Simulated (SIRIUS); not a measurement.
Crystal: Mo.

```
Mo
1.0
    -1.58381    1.58381    1.58381
     1.58381   -1.58381    1.58381
     1.58381    1.58381   -1.58381
Mo
1
Direct
  0.00000 0.00000 0.00000
```

| Property | Result |
| --- | --- |
| Program | SIRIUS 7.12.0 |
| Task | relaxation of cell and atoms |
| Functional | BLYP |
| Dispersion | D3(BJ) |
| Potentials or basis | PseudoDojo 0.4.1 PBE standard (scalar relativistic) |
| Cutoff | 1102 eV |
| Density cutoff | 4408 eV |
| k mesh | 8 × 8 × 8 |
| Occupations | fermi-dirac, width 0.05 eV |
| Spin | no spin polarisation |

At the start: pressure -9.0 GPa; volume 15.89 Å³/atom.

Problem. Where does the relaxation end?

Solution. Over 3 steps the energy falls by 16.3 meV/atom and the volume is 15.33 Å³/atom (-3.6 %); space group Im-3m (No. 229, to 0.05 Å).

Step by step:
```
step  energy change (eV)  largest force (eV/Å)  pressure (GPa)  volume (Å³)
   1              0.0000                0.0000           -8.97        15.89
   2             -0.0162                0.0000            0.51        15.30
   3             -0.0163                0.0000           -0.02        15.33
```

Final structure:
```yaml
crystal:
  lattice:
    - [-1.56484, 1.56484, 1.56484]
    - [1.56484, -1.56484, 1.56484]
    - [1.56484, 1.56484, -1.56484]
  atoms:
    - { symbol: Mo, position: [0.00000, 0.00000, 0.00000] }
```

Caveat: the potentials were made for another functional, which shifts forces and pressure; pairwise dispersion overbinds metals, which lowers pressure and volume.
